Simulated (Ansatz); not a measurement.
# One input, then a changed one: P (fcc type)

First run: DFT, PBE, PAW with Ansatz's default frozen-core files, scalar-relativistic (Ansatz 0.2.0).

Command: `ansatz run input.yaml --threads 1 --pin off --max-ram 2048MiB --backend cpu --events-out ev --progress --plain --runs-dir out` It took 5 s on 1 thread of Arm Neoverse V1, with other jobs on the host, peak memory 0.28 GiB.

```yaml
crystal:
  lattice:
    - [0.0, 1.9574338206, 1.9574338206]
    - [1.9574338206, 0.0, 1.9574338206]
    - [1.9574338206, 1.9574338206, 0.0]
  atoms:
    - { symbol: P, position: [0.0, 0.0, 0.0] }
kpoints:
  mp_grid: { grid: [18, 18, 18] }
scf:
  occupations: { method: fermi_dirac, width: 0.1 }
hamiltonian:
  xc: pbe
  pseudopotentials: { kind: paw }
output:
  forces: true
  stress: true
relax:
  f_tol: 0.005
  max_steps: 40
  cell: {}
```

The start is a guessed cell of a prototype that needn't be stable.

This run: cell relaxed at zero pressure.

It converges in 15 SCF iterations over all geometries at a pressure of 0.01 GPa, ending at 14.55 Å³/atom, cutoff 420 eV.

The input is then changed:

```diff
 kpoints:
-  mp_grid: { grid: [18, 18, 18] }
+  mp_grid: { grid: [12, 12, 12] }
 scf:
   stress: true
+  write_density: true
+  write_potential: true
+  elf: true
+  volumetric_format: npy
 relax:
```

Q: Predict the outcome of the changed run.

A: It converges in 15 SCF iterations over all geometries at a pressure of 0.00 GPa, ending at 14.60 Å³/atom, cutoff 420 eV, free energy +10.1 meV/atom against the first run's. More than one line changes, and not each need have an effect. Some of the changed settings are coarser than converged work would use.
